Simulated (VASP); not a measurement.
# InAs (Fm-3m) in VASP: further runs

The runs below take InAs through single point, with r2SCAN.

Everything below comes from runs of VASP 6.6.1. Logs are shortened: lines on timing, memory, paths and dates and some standing lists are left out, and cuts for length are marked.

## (1) Starting point

The structure is cubic, space group Fm-3m (No. 225). Conventional cell: a = 5.755 Å, b = 5.755 Å, c = 5.755 Å, α = 90.00°, β = 90.00°, γ = 90.00°. Around In (site symmetry m-3m) lie 6 As at 2.88 Å. As (site symmetry m-3m) is surrounded by 6 In at 2.88 Å.

Measurements of this composition are mostly on another form, of space group No. 216.

## (2) Single point, r2SCAN

Contents of POSCAR:

```
InAs
1.0
    0.0000000000      2.8773040000      2.8773040000
    2.8773040000      0.0000000000      2.8773040000
    2.8773040000      2.8773040000      0.0000000000
In As
1 1
Direct
    0.5000000000      0.5000000000      0.5000000000
    0.0000000000      0.0000000000      0.0000000000
```

Contents of INCAR.step1:

```
SYSTEM = InAs
  PREC = Accurate
  ENCUT = 520
  ISMEAR = -1
  SIGMA = 0.05
  LREAL = .False.
  LASPH = .True.
  NELM = 100
  NBANDS = 16
  GGA = PE
  ALGO = Normal
  EDIFF = 1E-4
  LWAVE = .True.
  LCHARG = .False.
```

Contents of INCAR.step2:

```
SYSTEM = InAs
  PREC = Accurate
  ENCUT = 520
  EDIFF = 1E-7
  ISMEAR = -1
  SIGMA = 0.05
  LREAL = .False.
  LASPH = .True.
  NELM = 100
  ALGO = Normal
  ISIF = 2
  LWAVE = .False.
  LCHARG = .True.
  METAGGA = R2SCAN
  LMIXTAU = .True.
  LELF = .True.
  LVHAR = .True.
  NBANDS = 16
  ISTART = 1
```

Contents of KPOINTS:

```
regular mesh
0
Gamma
  4 4 4
  0 0 0
```

Potentials or basis: VASP PAW PBE potentials, release 64 (In_d, As).

Command:

```console
cat potpaw_PBE.64/In_d/POTCAR potpaw_PBE.64/As/POTCAR > POTCAR
cp INCAR.step1 INCAR
mpirun -np 1 vasp_std > vasp.out
cp INCAR.step2 INCAR
mpirun -np 1 vasp_std > vasp.out
```

OUTCAR:

```text
SYSTEM = InAs
   PREC = Accurate
   ENCUT = 520
   EDIFF = 1E-7
   ISMEAR = -1
   LREAL = .False.
   LASPH = .True.
   NELM = 100
   ISIF = 2
   METAGGA = R2SCAN
   ISTART = 1

 ion  position               nearest neighbor table
   1  0.500  0.500  0.500-   2 2.88   2 2.88   2 2.88   2 2.88   2 2.88   2 2.88
   2  0.000  0.000  0.000-   1 2.88   1 2.88   1 2.88   1 2.88   1 2.88   1 2.88

  LATTYP: Found a face centered cubic cell.
 ALAT       =     5.7546080000

  Lattice vectors:

 A1 = (   0.0000000000,   2.8773040000,   2.8773040000)
 A2 = (   2.8773040000,   0.0000000000,   2.8773040000)
 A3 = (   2.8773040000,   2.8773040000,   0.0000000000)

Analysis of symmetry for initial positions (statically):
=====================================================================
 Subroutine PRICEL returns:
 Original cell was already a primitive cell.

 Routine SETGRP: Setting up the symmetry group for a
 face centered cubic supercell.

 Subroutine GETGRP returns: Found 48 space group operations
 (whereof 48 operations were pure point group operations)
 out of a pool of 48 trial point group operations.

The static configuration has the point symmetry O_h .

Analysis of symmetry for dynamics (positions and initial velocities):
=====================================================================
 Subroutine PRICEL returns:
 Original cell was already a primitive cell.

 Routine SETGRP: Setting up the symmetry group for a
 face centered cubic supercell.

 Subroutine GETGRP returns: Found 48 space group operations
 (whereof 48 operations were pure point group operations)
 out of a pool of 48 trial point group operations.

The dynamic configuration has the point symmetry O_h .

 Subroutine INISYM returns: Found 48 space group operations
 (whereof 48 operations are pure point group operations),
 and found     1 'primitive' translations

----------------------------------------------------------------------------------------

                                     Primitive cell

  volume of cell :      47.6417

  direct lattice vectors                    reciprocal lattice vectors
     0.000000000  2.877304000  2.877304000    -0.173773783  0.173773783  0.173773783
     2.877304000  0.000000000  2.877304000     0.173773783 -0.173773783  0.173773783
[... 65 lines left out ...]
   LASPH  =      T    aspherical Exc in radial PAW
   ENCUT  =  520.0 eV  38.22 Ry    6.18 a.u.   7.57  7.57  7.57*2*pi/ulx,y,z
   NELM   =    100;   NELMIN=  2; NELMDL=  0     # of ELM steps
   EDIFF  = 0.1E-06   stopping-criterion for ELM
   LREAL  =      F    real-space projection
   EDIFFG = 0.1E-05   stopping-criterion for IOM
   NSW    =      0    number of steps for IOM
   IBRION =     -1    ionic relax: 0-MD 1-quasi-New 2-CG
   NFREE  =      0    steps in history (QN), initial steepest desc. (CG)
   ISIF   =      2    stress and relaxation
   ISYM   =      2    0-nonsym 1-usesym 2-fastsym
   POTIM  = 0.5000    time-step for ionic-motion
   TEBEG  =    0.0;   TEEND  =   0.0 temperature during run
   PSTRESS=    0.0 pullay stress
   NELECT =      18.0000    total number of electrons
   NUPDOWN=      -1.0000    fix difference up-down
   EMIN   =  10.00;   EMAX   =-10.00  energy-range for DOS
   EFERMI =   0.00;   METHOD = LEGACY
   ISMEAR =    -1;   SIGMA  =   0.05  broadening in eV -4-tet -1-fermi 0-gaus
   EFERMI_NEDOS =   21; number of points for ismear=-14 and -15
   IALGO  =     38    algorithm
   IMIX   =      4    mixing-type and parameters
     AMIX     =   0.40;   BMIX     =  1.00
     AMIX_MAG =   1.60;   BMIX_MAG =  1.00
  volume/ion in A,a.u.               =      23.82       160.75
  Fermi-wavevector in a.u.,A,eV,Ry     =   1.183505  2.236499 19.057448  1.400683
  Thomas-Fermi vector in A             =   2.319738
   LORBIT       =      0    0 simple, 1 ext, 2 COOP (PROOUT), +10 PAW based schemes
   METAGGA = R2SCAN    functional components
   LHFCALC =     F    Hartree Fock is set to
   AEXX    =    0.0000 exact exchange contribution
   IVDW    =     0    specifies the selected vdW correction
   LEPSILON=     F    determine dielectric tensor
   LRPA    =     F    only Hartree local field effects (RPA)
 non-spin polarized calculation
  energy-cutoff  :      520.00
  volume of cell :       47.64
 maximum number of plane-waves:      1299
   NGX = 15   NGY = 15   NGZ = 15

 number of electron      18.0000002 magnetization

 Free energy of the ion-electron system (eV)
  ---------------------------------------------------
  ext. energy  EPLUGINS =         0.00000000
  ---------------------------------------------------
  free energy    TOTEN  =       -37.28284468 eV

  energy without entropy =      -37.27041323  energy(sigma->0) =      -37.27662895

 E-fermi :   6.0168     XC(G=0): -10.6381

 val. band max:        5.7589850948   @ k =  -0.2500   0.2500   0.0000
 cond. band min:       6.0201398079   @ k =   0.5000   0.0000   0.0000
 fundamental gap:      0.2611547131
 Fermi energy:         6.0168454870

 k-point     1 :       0.0000    0.0000    0.0000
  band No.  band energies     occupation
      1      -9.2860      2.00000
      2      -9.2860      2.00000
      3      -9.2583      2.00000
      4      -9.2583      2.00000
      5      -9.2583      2.00000
      6      -6.6992      2.00000
[... 129 lines left out ...]
      3      -9.2403      2.00000
      4      -9.2403      2.00000
      5      -9.1815      2.00000
      6      -3.9948      2.00000
[... 8 lines left out ...]
     15      17.1184      0.00000
     16      20.8699      0.00000

------------------------ aborting loop because EDIFF is reached ----------------------------------------

  FORCE on cell =-STRESS in cart. coord.  units (eV):
  Direction    XX          YY          ZZ          XY          YZ          ZX
  --------------------------------------------------------------------------------------
  -------------------------------------------------------------------------------------
  Total       -0.4810678     -0.4810678     -0.4810678      0.0000000     -0.0000000      0.0000000
  in kB      -16.1781774    -16.1781774    -16.1781774      0.0000000     -0.0000000      0.0000000
  external PRESSURE =     -16.1781774 kB  Pullay stress =       0.0000000 kB

 VOLUME and BASIS-vectors are now :
 -----------------------------------------------------------------------------
  energy-cutoff  :      520.00
  volume of cell :       47.64
      direct lattice vectors                 reciprocal lattice vectors
     0.000000000  2.877304000  2.877304000    -0.173773783  0.173773783  0.173773783
     2.877304000  0.000000000  2.877304000     0.173773783 -0.173773783  0.173773783
     2.877304000  2.877304000  0.000000000     0.173773783  0.173773783 -0.173773783

 POSITION                                       TOTAL-FORCE (eV/Angst)
 -----------------------------------------------------------------------------------
      2.87730      2.87730      2.87730        -0.000000      0.000000      0.000000
      0.00000      0.00000      0.00000         0.000000     -0.000000     -0.000000
 -----------------------------------------------------------------------------------
    total drift:                                0.000000      0.000000      0.000000

  FREE ENERGIE OF THE ION-ELECTRON SYSTEM (eV)
  ---------------------------------------------------
  free  energy   TOTEN  =       -37.2828446783 eV

  energy  without entropy=      -37.2704132290  energy(sigma->0) =      -37.27662895
```

OSZICAR.step1:

```text
N       E                     dE             d eps       ncg     rms          rms(c)
DAV:   1     0.103244337087E+03    0.10324E+03   -0.85470E+03   256   0.128E+03
DAV:   2    -0.137782439458E+01   -0.10462E+03   -0.10078E+03   272   0.299E+02
DAV:   3    -0.715493358556E+01   -0.57771E+01   -0.56700E+01   352   0.663E+01
DAV:   4    -0.727158035998E+01   -0.11665E+00   -0.11661E+00   296   0.101E+01
DAV:   5    -0.727514261892E+01   -0.35623E-02   -0.35622E-02   376   0.147E+00    0.378E+00
DAV:   6    -0.700255584132E+01    0.27259E+00   -0.42266E-01   360   0.105E+01    0.197E+00
DAV:   7    -0.699428667579E+01    0.82692E-02   -0.77280E-02   384   0.231E+00    0.698E-01
DAV:   8    -0.699523082909E+01   -0.94415E-03   -0.13302E-02   368   0.163E+00    0.201E-01
DAV:   9    -0.699451440599E+01    0.71642E-03   -0.35949E-03   384   0.870E-01    0.769E-02
DAV:  10    -0.699453948986E+01   -0.25084E-04   -0.24197E-04   280   0.125E-01
   1 F= -.69945395E+01 E0= -.69813872E+01  d E =-.263045E-01
```

It took 43 s on 1 thread of Intel Xeon Platinum 8488C (Sapphire Rapids), shared host; peak memory 0.17 GiB.

What came out:

* Free energy: -37.2828 eV
* Pressure: -1.6 GPa
* Band gap on the k mesh: none (metal or under the smearing width)

Caveat: the k mesh is coarse (spacing up to 0.47 Å⁻¹), so the values aren't converged; the PAW data sets were made with another functional, which shifts forces and pressure a little.

## (3) Single point, r2SCAN

POSCAR is that of step 2.

Contents of INCAR.step1:

```
SYSTEM = InAs
PREC     = Accurate       ! precision mode
ENCUT    = 520            ! plane-wave cutoff, eV
ISMEAR   = -1             ! smearing method
SIGMA    = 0.05           ! smearing width, eV
LREAL    = .FALSE.        ! projectors in reciprocal space
LASPH    = .TRUE.         ! aspherical terms in the spheres
NELM     = 100            ! most SCF steps
NBANDS   = 16             ! bands
GGA      = PE             ! functional
ALGO     = Normal         ! electronic algorithm
EDIFF    = 1E-4           ! SCF threshold, eV
LWAVE    = .TRUE.         ! write WAVECAR
LCHARG   = .FALSE.        ! write CHGCAR
```

Contents of INCAR.step2:

```
SYSTEM = InAs
PREC     = Accurate       ! precision mode
ENCUT    = 520            ! plane-wave cutoff, eV
EDIFF    = 1E-6           ! SCF threshold, eV
ISMEAR   = -1             ! smearing method
SIGMA    = 0.05           ! smearing width, eV
LREAL    = .FALSE.        ! projectors in reciprocal space
LASPH    = .TRUE.         ! aspherical terms in the spheres
NELM     = 100            ! most SCF steps
ALGO     = Normal         ! electronic algorithm
ISIF     = 2              ! what is computed and relaxed
LWAVE    = .FALSE.        ! write WAVECAR
LCHARG   = .FALSE.        ! write CHGCAR
METAGGA  = R2SCAN         ! meta-GGA
LMIXTAU  = .TRUE.       
NBANDS   = 16             ! bands
ISTART   = 1
```

Contents of KPOINTS:

```
Automatic mesh
0
G
  4 4 4
  0 0 0
```

Potentials or basis: VASP PAW PBE potentials, release 64 (In_d, As).

Command:

```console
cat potpaw_PBE.64/In_d/POTCAR potpaw_PBE.64/As/POTCAR > POTCAR
cp INCAR.step1 INCAR
mpirun -np 1 vasp_std > vasp.out
cp INCAR.step2 INCAR
mpirun -np 1 vasp_std > vasp.out
```

OUTCAR:

```text
SYSTEM = InAs
   PREC = Accurate
   ENCUT = 520
   EDIFF = 1E-6
   ISMEAR = -1
   LREAL = .FALSE.
   LASPH = .TRUE.
   NELM = 100
   ISIF = 2
   METAGGA = R2SCAN
   ISTART = 1

 ion  position               nearest neighbor table
   1  0.500  0.500  0.500-   2 2.88   2 2.88   2 2.88   2 2.88   2 2.88   2 2.88
   2  0.000  0.000  0.000-   1 2.88   1 2.88   1 2.88   1 2.88   1 2.88   1 2.88

  LATTYP: Found a face centered cubic cell.
 ALAT       =     5.7546080000

  Lattice vectors:

 A1 = (   0.0000000000,   2.8773040000,   2.8773040000)
 A2 = (   2.8773040000,   0.0000000000,   2.8773040000)
 A3 = (   2.8773040000,   2.8773040000,   0.0000000000)

Analysis of symmetry for initial positions (statically):
=====================================================================
 Subroutine PRICEL returns:
 Original cell was already a primitive cell.

 Routine SETGRP: Setting up the symmetry group for a
 face centered cubic supercell.

 Subroutine GETGRP returns: Found 48 space group operations
 (whereof 48 operations were pure point group operations)
 out of a pool of 48 trial point group operations.

The static configuration has the point symmetry O_h .

Analysis of symmetry for dynamics (positions and initial velocities):
=====================================================================
 Subroutine PRICEL returns:
 Original cell was already a primitive cell.

 Routine SETGRP: Setting up the symmetry group for a
 face centered cubic supercell.

 Subroutine GETGRP returns: Found 48 space group operations
 (whereof 48 operations were pure point group operations)
 out of a pool of 48 trial point group operations.

The dynamic configuration has the point symmetry O_h .

 Subroutine INISYM returns: Found 48 space group operations
 (whereof 48 operations are pure point group operations),
[... 93 lines left out ...]
   EFERMI =   0.00;   METHOD = LEGACY
   ISMEAR =    -1;   SIGMA  =   0.05  broadening in eV -4-tet -1-fermi 0-gaus
   EFERMI_NEDOS =   21; number of points for ismear=-14 and -15
   IALGO  =     38    algorithm
   IMIX   =      4    mixing-type and parameters
     AMIX     =   0.40;   BMIX     =  1.00
     AMIX_MAG =   1.60;   BMIX_MAG =  1.00
  volume/ion in A,a.u.               =      23.82       160.75
  Fermi-wavevector in a.u.,A,eV,Ry     =   1.183505  2.236499 19.057448  1.400683
  Thomas-Fermi vector in A             =   2.319738
   LORBIT       =      0    0 simple, 1 ext, 2 COOP (PROOUT), +10 PAW based schemes
   METAGGA = R2SCAN    functional components
   LHFCALC =     F    Hartree Fock is set to
   AEXX    =    0.0000 exact exchange contribution
   IVDW    =     0    specifies the selected vdW correction
   LEPSILON=     F    determine dielectric tensor
   LRPA    =     F    only Hartree local field effects (RPA)
 non-spin polarized calculation
  energy-cutoff  :      520.00
  volume of cell :       47.64
 maximum number of plane-waves:      1299
   NGX = 15   NGY = 15   NGZ = 15

 number of electron      18.0000002 magnetization

 Free energy of the ion-electron system (eV)
  ---------------------------------------------------
  ext. energy  EPLUGINS =         0.00000000
  ---------------------------------------------------
  free energy    TOTEN  =       -37.28284465 eV

  energy without entropy =      -37.27041324  energy(sigma->0) =      -37.27662894

 E-fermi :   6.0168     XC(G=0): -10.6381

 val. band max:        5.7589836346   @ k =  -0.2500   0.2500   0.0000
 cond. band min:       6.0201379939   @ k =   0.5000   0.0000   0.0000
 fundamental gap:      0.2611543594
 Fermi energy:         6.0168438239

 k-point     1 :       0.0000    0.0000    0.0000
  band No.  band energies     occupation
      1      -9.2860      2.00000
      2      -9.2860      2.00000
      3      -9.2583      2.00000
      4      -9.2582      2.00000
      5      -9.2582      2.00000
      6      -6.6992      2.00000
[... 129 lines left out ...]
      3      -9.2403      2.00000
      4      -9.2403      2.00000
      5      -9.1815      2.00000
      6      -3.9948      2.00000
[... 8 lines left out ...]
     15      17.1184      0.00000
     16      20.8699      0.00000

------------------------ aborting loop because EDIFF is reached ----------------------------------------

  FORCE on cell =-STRESS in cart. coord.  units (eV):
  Direction    XX          YY          ZZ          XY          YZ          ZX
  --------------------------------------------------------------------------------------
  -------------------------------------------------------------------------------------
  Total       -0.4811405     -0.4811405     -0.4811405     -0.0000000     -0.0000000      0.0000000
  in kB      -16.1806249    -16.1806249    -16.1806249     -0.0000000     -0.0000000      0.0000000
  external PRESSURE =     -16.1806249 kB  Pullay stress =       0.0000000 kB

 VOLUME and BASIS-vectors are now :
 -----------------------------------------------------------------------------
  energy-cutoff  :      520.00
  volume of cell :       47.64
      direct lattice vectors                 reciprocal lattice vectors
     0.000000000  2.877304000  2.877304000    -0.173773783  0.173773783  0.173773783
     2.877304000  0.000000000  2.877304000     0.173773783 -0.173773783  0.173773783
     2.877304000  2.877304000  0.000000000     0.173773783  0.173773783 -0.173773783

 POSITION                                       TOTAL-FORCE (eV/Angst)
 -----------------------------------------------------------------------------------
      2.87730      2.87730      2.87730        -0.000000      0.000000      0.000000
      0.00000      0.00000      0.00000         0.000000     -0.000000     -0.000000
 -----------------------------------------------------------------------------------
    total drift:                                0.000000      0.000000      0.000000

  FREE ENERGIE OF THE ION-ELECTRON SYSTEM (eV)
  ---------------------------------------------------
  free  energy   TOTEN  =       -37.2828446494 eV

  energy  without entropy=      -37.2704132405  energy(sigma->0) =      -37.27662894
```

It took 45 s on 1 thread of Intel Xeon Platinum 8488C (Sapphire Rapids), shared host; peak memory 0.17 GiB.

Results:

```yaml
Free_energy: -37.2828 eV
Pressure: -1.6 GPa
Band_gap_on_the_k_mesh: none (metal or under the smearing width)
```

Caveat: the k mesh is coarse (spacing up to 0.47 Å⁻¹), so the values aren't converged; the PAW data sets were made with another functional, which shifts forces and pressure a little.
